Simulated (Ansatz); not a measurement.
# BN (R3m) in Ansatz: reference runs

Aim: a first look at BN with PBE, on the cell as given and on a disturbed one.

Everything below comes from runs of Ansatz 0.2.0. Logs are shortened: lines on timing, memory, paths and dates and some standing lists are left out, and cuts for length are marked.

### 1 The crystal as given

It takes space group R3m (No. 160, trigonal). The conventional cell has a = 2.502 Å, b = 2.502 Å, c = 10.119 Å, α = 90.00°, β = 90.00°, γ = 120.00°. N (site symmetry 3m) is surrounded by 3 B at 1.44 Å. Around B (site symmetry 3m) lie 3 N at 1.44 Å.

The cell is a database's computed one.

### 2 Single point, PBE

input.yaml reads:

```yaml
crystal:
  lattice:
    - [1.2511217832, 0.7223354983, 3.3729344033]
    - [-1.2511217832, 0.7223354983, 3.3729344033]
    - [0.0, -1.4446709966, 3.3729344033]
  atoms:
    - { symbol: "N", position: [0.6672382, 0.6672382, 0.6672382] }
    - { symbol: B, position: [0.0003288, 0.0003288, 0.0003288] }
hamiltonian:
  xc: pbe
  pseudopotentials: { kind: paw }
kpoints:
  mp_grid: { grid: [12, 12, 12] }
scf:
  occupations: { method: fermi_dirac, width: 0.05 }
output:
  forces: true
  stress: true
  eigenvalues: true
  write_density: true
  write_potential: true
  elf: true
  volumetric_format: npy
```

Potentials or basis: Ansatz PAW.

On the command line:

```console
$ ansatz run input.yaml --threads 2 --pin off --max-ram 5120MiB --backend cpu --events-out ev --progress --plain --runs-dir out
```

Output:

```text
Warning: RAYON_NUM_THREADS=2 ignored (pool sized by the plan → 2); use --threads N
basis.fft_grid_basis auto: the FFT boxes are laid along the combinations [[1, -1, 0], [0, 1, 0], [0, -1, 1]] of the cell's own vectors, 2.502, 3.669 and 2.502 Å long. The dense box has 18×25×18 points. Along the cell's own vectors, as sized, it would have 25×25×25, 1.93 times as many. Of the 6 symmetry operations that the crystal satisfies within crystal.symmetry.tolerance (time reversal apart; of a slab, those that keep its plane) the dense box along the cell's own vectors carries 6, and the one as laid loses 4 of those. basis.fft_grid_basis: typed keeps the cell's own vectors: state it where this run's energies or levels are differenced outside the engine with another run's, or held beside a run that keeps those vectors. Those combinations have planes normal to reciprocal vector 3, as the cell's own vectors have. Each planar average written beside output.write_density, output.write_potential has a row for each plane of the box: 18. The volumetric files lie along those combinations, not along the cell's own vectors: a cube or XSF file states them, and fields.json those of NumPy files.
Engine: ansatz 0.2.0, aarch64-unknown-linux-gnu
Pseudopotentials: kind: paw
Pseudopotential: N, paw, valence charge 5, recommended cutoff 420 eV (normal), N.paw.azcp
Pseudopotential: B, paw, valence charge 3, recommended cutoff 420 eV (normal), B.paw.azcp
Functional definition: PBE
  parameter kappa = 0.804
  parameter beta = 0.06672455060314922
  exchange = pbe_x(kappa = kappa, mu = beta*pi^2/3)
  correlation = pbe_c(beta = beta)
Crystal: 2 atoms, lattice volume = 18.289 Å³
Basis set: ecut = 420 eV, 359 PW (Γ), FFT grids on a1−a2, a2, −a2+a3, exchange–correlation on 36×50×36 points (8 copies of the dense FFT grid, shifted against one another)
Bands: 8, of which v1, the nominal top of the filled ones, is band 4 counted from 1 (3 counted from 0)
Symmetry: 6 space group operations
Space group: R3m (ITA 160), of the structure as read, at distance tolerance 2.6e-5 Å
k-points: 189 of 1728 (time reversal used)
Non-local potential: N, projectors of the file, l = 0: 2, l = 1: 2, l = 2: 1
Non-local potential: B, projectors of the file, l = 0: 2, l = 1: 2, l = 2: 1
PAW form: soft (Blöchl's): semilocal exchange-correlation on the pseudo side does not see the compensation charge
PAW one-centre angular grid: N, 110 points (default); XC on 64 Gauss nodes
PAW one-centre angular grid: B, 110 points (default); XC on 64 Gauss nodes
Initial density: superposition of atomic densities (neutral atoms: chi_scale 0, normalization atom), corrected by the library's trained network
Initial wavefunctions: pseudopotential atomic-orbital guess
Functional: x = pbe(κ = 0.804, μ = 0.2195149727645171), c = pbe(β = 0.06672455060314922)
SCF iter   1: F=—  HF=-542.407110 eV  |F-HF|=—  |Δ(HF+E_count)|=         —  Δρ=1.67e-3  dr2=1.82e-4  ethr=1.77e-3  ⟨swp⟩=4.1  Hψ=9905  notcnv=0
preconditioner: auto → none  [insulator: Δε(μ)=4.278 eV  Ē_g=18.584 eV  σ=0.050 eV  W_gap=1.00  n_scr=2 (ndim 8)  ℏωp=24.6 eV  f_vac=0.007  D(μ)=0.00/eV (n_scr^D=0)  ε∞_Penn≈2.7]
SCF iter   2: F=—  HF=-542.408031 eV  |F-HF|=—  |Δ(HF+E_count)|=   9.21e-4  Δρ=8.60e-4  dr2=3.07e-5  ethr=2.28e-6  ⟨swp⟩=2.0  Hψ=3780  notcnv=0
SCF iter   3: F=—  HF=-542.408199 eV  |F-HF|=—  |Δ(HF+E_count)|=   1.69e-4  Δρ=4.24e-4  dr2=6.54e-6  ethr=3.83e-7  ⟨swp⟩=2.3  Hψ=2222  notcnv=0
SCF iter   4: F=—  HF=-542.408254 eV  |F-HF|=—  |Δ(HF+E_count)|=   5.49e-5  Δρ=4.05e-5  dr2=1.52e-7  ethr=8.18e-8  ⟨swp⟩=2.1  Hψ=2237  notcnv=0
iter 5 did not close the SCF: its close was put off for the readings that it lacked (scf_convergence_deferred on its scf_iter line)
SCF iter   5: F=-542.408254 eV  HF=-542.408254 eV  |F-HF|=2.85e-8  |Δ(HF+E_count)|=   1.40e-8  Δρ=1.57e-5  dr2=1.67e-8  ethr=1.89e-9  ⟨swp⟩=2.0  Hψ=2247  notcnv=0
SCF iter   6: F=-542.408254 eV  HF=-542.408254 eV  |F-HF|=2.78e-10  |Δ(HF+E_count)|=   3.30e-8  Δρ=2.08e-6  dr2=3.86e-10  ethr=2.09e-10  ⟨swp⟩=5.1  Hψ=7213  notcnv=0
SCF 1 converged in 6 iterations: F = -542.408254 eV  dr2 = 3.86e-10
SCF converged after 6 iterations
Free energy (F): -542.408254 eV
Harris-Foulkes:  -542.408254 eV  (|F-HF|=2.78e-10)
Internal energy: -542.408254 eV  (E = F + TS)
E sigma→0 (E₀):  -542.408254 eV
Fermi energy:    6.767126 eV
--- Per-component energies (eV) ---
  E_band       = -20.283804
  E_kinetic    = 183.510292
  E_local      = -354.682366  (includes V_loc(G=0)·N_el)
  E_nonlocal   = 57.848669
  E_hartree    = 115.161033
  E_xc         = -92.229673
  E_vxc        = -114.425448  (∫ρ·V_xc dr)
  E_paw        = -206.831311  (= ΣΔE_a)
  E_vpaw       = -22.857004  (= ΣTr[D̂ρ^β])
  E_aug_tail   = 0.000098  (compensation charges beyond the density's cutoff)
  E_ewald      = -245.184997
  E_smearing   = -0.000000  (= −TS)
  E_closure    = -0.000000  (closes the sum)
  Σ components = -542.408254   (vs F -542.408254, Δ=0.00e0)
--- Forces (eV/Å), atoms counted from 1 ---
  atom   1  N      0.00000000    -0.00000000    -0.00298066
  atom   2  B      0.00000000     0.00000000     0.00296345
  max |Σ_I F_I| component: 1.72e-5 eV/Å
--- Stress (GPa, compression-positive) ---
        4.159727       0.000000       0.000000
        0.000000       4.159727      -0.000000
        0.000000      -0.000000       2.365568
  P = ⅓ Tr σ = 3.5617 GPa (35.617 kbar)
--- Band table (eV; the first three rows and the last of 189) ---
  k-point 0: bands = ["-13.2031", "0.3910", "3.2845", "3.2845", "9.7420", "16.2784", "16.2784", "17.7014"]
  k-point 1: bands = ["-13.0654", "0.5400", "2.7164", "3.0273", "10.0245", "16.2065", "16.8689", "17.2303"]
  k-point 2: bands = ["-12.6601", "0.9719", "1.3024", "2.4009", "10.7669", "15.9196", "16.1191", "18.4751"]
  k-point 188: bands = ["-12.9444", "-1.5604", "3.2673", "3.2673", "14.6828", "16.2081", "16.2081", "16.7919"]
```

It took 2.1 s on 2 threads of Arm Neoverse V2, shared host; peak memory 0.3 GiB.

Results:

```yaml
Free_energy: -542.4083 eV
Pressure: 3.6 GPa
Band_gap_on_the_k_mesh: 4.29 eV, indirect (least direct gap 4.70 eV)
```

Forces on the atoms (eV/Å):
```
N    0.000  0.000 -0.003
B    0.000  0.000  0.003
```

Stress tensor (GPa, compression positive):
```
4.16 0.00 0.00
0.00 4.16 0.00
0.00 0.00 2.37
```

Levels at points of the mesh, in eV from the valence-band top:
| k point | band 2 | band 3 | band 4 | band 5 | band 6 | band 7 |
| --- | --- | --- | --- | --- | --- | --- |
| (0.00, 0.00, 0.00) | -4.18 | -1.29 | -1.29 | 5.17 | 11.71 | 11.71 |
| (0.00, 0.00, -0.50) | -8.93 | -4.07 | -0.60 | 5.29 | 9.93 | 13.09 |
| (0.00, -0.50, -0.50) | -8.80 | -4.13 | -1.17 | 4.29 | 9.92 | 14.26 |
| (-0.50, -0.50, -0.50) | -6.13 | -1.30 | -1.30 | 10.11 | 11.64 | 11.64 |

Caveat: the pressure holds a Pulay correction of +0.6 GPa for the finite cutoff.

### 3 Single point, PBE (atoms moved at random, drawn with an rms of 0.05 Å)

Changes to input.yaml since step 2:

```diff
@@ -6,4 +6,4 @@
   atoms:
-    - { symbol: "N", position: [0.6672382, 0.6672382, 0.6672382] }
-    - { symbol: B, position: [0.0003288, 0.0003288, 0.0003288] }
+    - { symbol: "N", position: [0.691395, 0.660114, 0.646069] }
+    - { symbol: B, position: [-0.01379, 0.012869, 0.016147] }
 hamiltonian:
```

Potentials or basis: Ansatz PAW.

On the command line:

```console
$ ansatz run input.yaml --threads 2 --pin off --max-ram 5120MiB --backend cpu --events-out ev --progress --plain --runs-dir out
```

Output:

```text
Warning: RAYON_NUM_THREADS=2 ignored (pool sized by the plan → 2); use --threads N
basis.fft_grid_basis auto: the FFT boxes are laid along the combinations [[1, -1, 0], [0, 1, 0], [0, -1, 1]] of the cell's own vectors, 2.502, 3.669 and 2.502 Å long. The dense box has 18×25×18 points. Along the cell's own vectors, as sized, it would have 25×25×25, 1.93 times as many. basis.fft_grid_basis: typed keeps the cell's own vectors: state it where this run's energies or levels are differenced outside the engine with another run's, or held beside a run that keeps those vectors. Those combinations have planes normal to reciprocal vector 3, as the cell's own vectors have. Each planar average written beside output.write_density, output.write_potential has a row for each plane of the box: 18. The volumetric files lie along those combinations, not along the cell's own vectors: a cube or XSF file states them, and fields.json those of NumPy files.
[... 9 set-up lines as earlier in the session ...]
Crystal: 2 atoms, lattice volume = 18.289 Å³
Basis set: ecut = 420 eV, 359 PW (Γ), FFT grids on a1−a2, a2, −a2+a3, exchange–correlation on 36×50×36 points (8 copies of the dense FFT grid, shifted against one another)
Bands: 8, of which v1, the nominal top of the filled ones, is band 4 counted from 1 (3 counted from 0)
Symmetry: 1 space group operations
Space group: P1 (ITA 1), of the structure as read, at distance tolerance 2.6e-5 Å
k-points: 868 of 1728 (time reversal used)
[... 8 set-up lines as earlier in the session ...]
SCF iter   1: F=—  HF=-542.196876 eV  |F-HF|=—  |Δ(HF+E_count)|=         —  Δρ=1.77e-3  dr2=1.61e-4  ethr=1.77e-3  ⟨swp⟩=4.2  Hψ=45458  notcnv=0
preconditioner: auto → none  [insulator: Δε(μ)=3.725 eV  Ē_g=18.522 eV  σ=0.050 eV  W_gap=1.00  n_scr=2 (ndim 8)  ℏωp=24.6 eV  f_vac=0.002  D(μ)=0.00/eV (n_scr^D=0)  ε∞_Penn≈2.8]
SCF iter   2: F=—  HF=-542.197981 eV  |F-HF|=—  |Δ(HF+E_count)|=   1.11e-3  Δρ=9.20e-4  dr2=3.68e-5  ethr=2.01e-6  ⟨swp⟩=2.0  Hψ=17360  notcnv=0
SCF iter   3: F=—  HF=-542.198258 eV  |F-HF|=—  |Δ(HF+E_count)|=   2.77e-4  Δρ=2.26e-4  dr2=5.98e-6  ethr=4.60e-7  ⟨swp⟩=2.0  Hψ=10359  notcnv=0
SCF iter   4: F=—  HF=-542.198263 eV  |F-HF|=—  |Δ(HF+E_count)|=   4.94e-6  Δρ=7.63e-5  dr2=6.04e-7  ethr=7.47e-8  ⟨swp⟩=2.1  Hψ=9927  notcnv=0
iter 5 did not close the SCF: its close was put off for the readings that it lacked (scf_convergence_deferred on its scf_iter line)
SCF iter   5: F=-542.198263 eV  HF=-542.198263 eV  |F-HF|=3.20e-8  |Δ(HF+E_count)|=   4.60e-8  Δρ=2.88e-5  dr2=5.58e-8  ethr=7.55e-9  ⟨swp⟩=2.7  Hψ=10921  notcnv=0
SCF iter   6: F=-542.198263 eV  HF=-542.198263 eV  |F-HF|=5.34e-10  |Δ(HF+E_count)|=   4.17e-8  Δρ=2.67e-6  dr2=5.97e-10  ethr=6.97e-10  ⟨swp⟩=5.4  Hψ=35192  notcnv=0
SCF 1 converged in 6 iterations: F = -542.198263 eV  dr2 = 5.97e-10
SCF converged after 6 iterations
Free energy (F): -542.198263 eV
Harris-Foulkes:  -542.198263 eV  (|F-HF|=5.34e-10)
Internal energy: -542.198263 eV  (E = F + TS)
E sigma→0 (E₀):  -542.198263 eV
Fermi energy:    6.510385 eV
--- Per-component energies (eV) ---
  E_band       = -20.287105
  E_kinetic    = 183.769460
  E_local      = -355.463242  (includes V_loc(G=0)·N_el)
  E_nonlocal   = 58.078912
  E_hartree    = 115.358233
  E_xc         = -92.260043
  E_vxc        = -114.459732  (∫ρ·V_xc dr)
  E_paw        = -206.893948  (= ΣΔE_a)
  E_vpaw       = -22.928821  (= ΣTr[D̂ρ^β])
  E_aug_tail   = 0.000098  (compensation charges beyond the density's cutoff)
  E_ewald      = -244.787733
  E_smearing   = -0.000000  (= −TS)
  E_closure    = 0.000000  (closes the sum)
  Σ components = -542.198263   (vs F -542.198263, Δ=0.00e0)
--- Forces (eV/Å), atoms counted from 1 ---
  atom   1  N     -2.38790810    -2.73543960     0.73551294
  atom   2  B      2.38790570     2.73543744    -0.73551887
  max |Σ_I F_I| component: 5.93e-6 eV/Å
--- Stress (GPa, compression-positive) ---
        1.451325      -6.879387       1.307540
       -6.879200      16.561114       1.481810
        1.307531       1.481814       2.057074
  P = ⅓ Tr σ = 6.6898 GPa (66.898 kbar)
--- Band table (eV; the first three rows and the last of 868) ---
  k-point 0: bands = ["-13.2051", "0.3720", "2.1655", "4.4476", "9.6684", "14.8010", "17.7870", "17.8793"]
  k-point 1: bands = ["-13.0710", "0.5235", "1.7320", "4.0840", "9.9364", "15.2001", "17.2790", "17.7994"]
  k-point 2: bands = ["-12.6768", "0.5656", "0.9911", "3.2452", "10.6558", "15.6693", "16.0133", "18.4899"]
  k-point 867: bands = ["-12.9465", "-1.5790", "2.1518", "4.4356", "14.5005", "14.7268", "16.9173", "17.8644"]
```

rho_z.tsv:

```text
# z_ang	rho[e/angstrom^3]
# format = ansatz-planar-average/11
# lattice	1.251121783	0.722335498	3.372934403
# lattice	-1.251121783	0.722335498	3.372934403
# lattice	0.000000000	-1.444670997	3.372934403
# sites	2
# site	7	0.039136341	0.042885781	6.737699559
# site	5	-0.033353656	-0.023992374	0.051356299
0.000000	3.133079e-1
0.203850	2.634755e-1
0.407700	2.403933e-1
0.611550	2.381298e-1
0.815400	2.497794e-1
1.019250	2.730146e-1
1.223100	3.098620e-1
1.426950	3.646002e-1
1.630800	4.377620e-1
1.834650	5.178962e-1
2.038500	5.875242e-1
2.242350	6.392535e-1
2.446200	6.726056e-1
2.650050	6.786174e-1
2.853900	6.449727e-1
3.057750	5.731372e-1
3.261600	4.805154e-1
3.465450	3.885981e-1
```

It took 9.4 s on 2 threads of Arm Neoverse V2, shared host; peak memory 0.47 GiB.

What came out:

```
Free energy            : -542.1983 eV
Pressure               : 6.7 GPa
Largest force          : 3.705 eV/Å
Band gap on the k mesh : 3.73 eV, indirect (least direct gap 4.59 eV)
```

Forces in eV/Å, atoms in the order of the input:
```
N   -2.388 -2.735  0.736
B    2.388  2.735 -0.736
```

Levels at points of the mesh, in eV from the valence-band top:
| k point | band 2 | band 3 | band 4 | band 5 | band 6 | band 7 |
| --- | --- | --- | --- | --- | --- | --- |
| (0.00, 0.00, 0.00) | -4.22 | -2.42 | -0.14 | 5.08 | 10.21 | 13.20 |
| (0.00, 0.00, -0.50) | -9.06 | -3.62 | -0.45 | 4.87 | 9.75 | 13.06 |
| (0.00, -0.50, 0.00) | -9.01 | -3.77 | -0.58 | 5.15 | 9.54 | 13.05 |
| (0.00, -0.50, -0.50) | -8.60 | -4.74 | -1.54 | 4.87 | 9.79 | 14.22 |
| (-0.50, 0.00, 0.00) | -8.72 | -4.69 | -1.02 | 6.16 | 9.68 | 13.09 |
| (-0.50, 0.00, -0.50) | -8.89 | -3.82 | -1.09 | 3.97 | 9.58 | 14.35 |
| (-0.50, -0.50, 0.00) | -8.94 | -3.67 | -0.95 | 3.73 | 9.80 | 14.36 |
| (-0.50, -0.50, -0.50) | -6.17 | -2.44 | -0.15 | 9.91 | 10.14 | 12.33 |

Caveat: the pressure holds a Pulay correction of +0.6 GPa for the finite cutoff.
